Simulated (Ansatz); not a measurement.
Ga:

```
Ga
1.0
    -1.38440    1.38440    2.31122
     1.38440   -1.38440    2.31122
     1.38440    1.38440   -2.31122
Ga
1
Direct
  0.00000 0.00000 0.00000
```

This isn't the form of Ga at room conditions, which is orthorhombic.

- Program: Ansatz 0.2.0
- Task: relaxation of cell and atoms
- Functional: PBEsol
- Dispersion: D3(BJ)
- Potentials or basis: Ansatz PAW
- Cutoff: 420 eV (not typed: the program's choice for these potentials)
- k mesh: 13 × 13 × 13
- Occupations: fermi-dirac, width 0.05 eV
- Spin: no spin polarisation

At the start: volume 17.72 Å³/atom.

Question: Where does the relaxation end?

Answer: It ends after 6 steps and the volume is 16.76 Å³/atom (-5.4 %); space group I4/mmm (No. 139, to 0.05 Å).

The path:
```csv
step,energy change (eV),largest force (eV/Å),volume (Å³)
1,0.0000,0.0000,17.72
2,-0.0101,0.0000,16.63
3,-0.0105,0.0000,16.78
4,-0.0107,0.0000,16.79
5,-0.0108,0.0000,16.76
6,-0.0105,0.0000,16.76
```

Final structure:
```
Ga
1.0
    -1.37204    1.37204    2.22549
     1.37204   -1.37204    2.22549
     1.37204    1.37204   -2.22549
Ga
1
Direct
  0.00000 0.00000 0.00000
```

Caveat: the plane-wave basis is chosen anew once the cell has moved, so the energies of steps on either side of that aren't comparable; pairwise dispersion overbinds metals, which lowers pressure and volume; the PAW data sets come from PBE, with cores solved anew for the run's functional, which leaves a small shift of forces and pressure.
